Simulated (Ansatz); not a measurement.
# Cu2O (Cuprite) under changes of volume

One of the cells (12.885 Å³/atom); the others are scaled copies at fixed shape and fractional positions:

```
Cu O
1.0
     4.26000    0.00000    0.00000
     0.00000    4.26000    0.00000
     0.00000    0.00000    4.26000
Cu O
4 2
Direct
  0.75000 0.25000 0.75000
  0.75000 0.75000 0.25000
  0.25000 0.75000 0.75000
  0.25000 0.25000 0.25000
  0.50000 0.50000 0.50000
  0.00000 0.00000 0.00000
```

| Item | Value |
| --- | --- |
| Program | Ansatz 0.2.0 |
| Functional | revPBE |
| Dispersion | D4 |
| Potentials or basis | Ansatz PAW |
| Cutoff | 420 eV (not typed: the program's choice for these potentials) |
| k mesh | 6 × 6 × 6 |
| Occupations | fermi-dirac, width 0.05 eV |
| Spin | no spin polarisation |

```csv
volume (Å³/atom),energy over the lowest point (meV/atom),pressure (GPa),gap on the mesh (eV)
12.112,14.81,7.5,0.68
12.369,5.30,4.4,0.63
12.627,0.55,1.6,0.58
12.885,0.00,-0.9,0.54
13.142,3.26,-3.1,0.49
13.400,?,?,?
13.658,19.39,-6.8,0.42
```

What does the run at 13.400 Å³/atom give?

Energy over the lowest point 9.85 meV/atom; pressure -5.1 GPa; gap on the mesh 0.45 eV.

Worked out: A Birch-Murnaghan fit of order 3 (a polynomial in V^(-2/3)) to the other rows has its minimum at 12.79 Å³/atom with B0 = V·E''(V) = 121 GPa and B' = 4.9. It gives 9.84 meV/atom at 13.400 Å³/atom, against the run's 9.85, and -dE/dV = -5.0 GPa, against -5.1. A straight line through the other rows of the gap, of slope -2.18 eV per unit of ln V (its deformation potential), gives 0.45 eV, against the run's 0.45.

Energies are extrapolated to zero smearing.

Caveats: the PAW data sets come from PBE, with cores solved anew for the run's functional, which leaves a small shift of forces and pressure.

A mesh can miss the band edges.
